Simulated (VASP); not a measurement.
Runs of VASP 6.6.1 on AlN. It takes space group P6_3mc (No. 186, hexagonal). The conventional cell has a = 3.113 Å, b = 3.113 Å, c = 4.981 Å, α = 90.00°, β = 90.00°, γ = 120.00°. Around Al (site symmetry 3m) lie 4 N at 1.89 Å. Around N (site symmetry 3m) lie 4 Al at 1.89 Å. 

```tsv
level	potentials or basis	gap on the mesh (eV)	pressure (GPa)	relaxed volume (Å³/atom)
PBEsol	VASP PAW PBE potentials, release 64 (Al, N)	4.12	0.0	(c)
r2SCAN	VASP PAW PBE potentials, release 64 (Al, N)	4.94	0.0	(a)
PBE	VASP PAW PBE potentials, release 64 (Al, N)	(b)	0.0	10.62
LDA	VASP PAW LDA potentials, release 64 (Al, N)	4.40	0.0	10.24
```

Alike in all rows: task relaxation of cell and atoms; no spin polarisation; cell relaxed; k mesh 12 × 12 × 7; cutoff (eV) 600; smearing fermi-dirac 0.05 eV.

Problem. Fill in the values left out.

Solution. (a) 10.39; (b) 4.06; (c) 10.45.

Caveats: an odd mesh through Γ misses points on the zone boundary, where band edges often lie; the PAW data sets were made with another functional, which shifts forces and pressure a little (some runs).

Not every run made on this cell is shown here.
